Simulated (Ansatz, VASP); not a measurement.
**Be in VASP and in Ansatz**

```
Be
1.0
     2.25632    0.00000    0.00000
    -1.12816    1.95403    0.00000
     0.00000    0.00000    3.55301
Be
2
Direct
  0.33333 0.66667 0.25000
  0.66667 0.33333 0.75000
```

Alike in both runs: functional PBEsol; k mesh 12 × 12 × 8; occupations gaussian, width 0.0413 eV; no spin polarisation.

Ansatz relaxed the structure, and its values are those at the end. VASP's run is a single point on that final structure, the one shown.

|  | VASP | Ansatz |
| --- | --- | --- |
| version | VASP 6.6.1 | Ansatz 0.2.0 |
| potentials or method | VASP PAW PBE potentials, release 64 (Be) | PAW plane waves |
| plane-wave cutoff (eV) | 520 | 420 |
| valence electrons in the cell | 4 | 4 |

VASP gave:

- pressure (GPa): 0.4

What did Ansatz give for the same quantities?

Pressure (GPa): 0.0.

Ansatz warned: «structure_snapped_to_symmetry».

Caveats: the PAW data sets were made with another functional, which shifts forces and pressure a little (VASP).
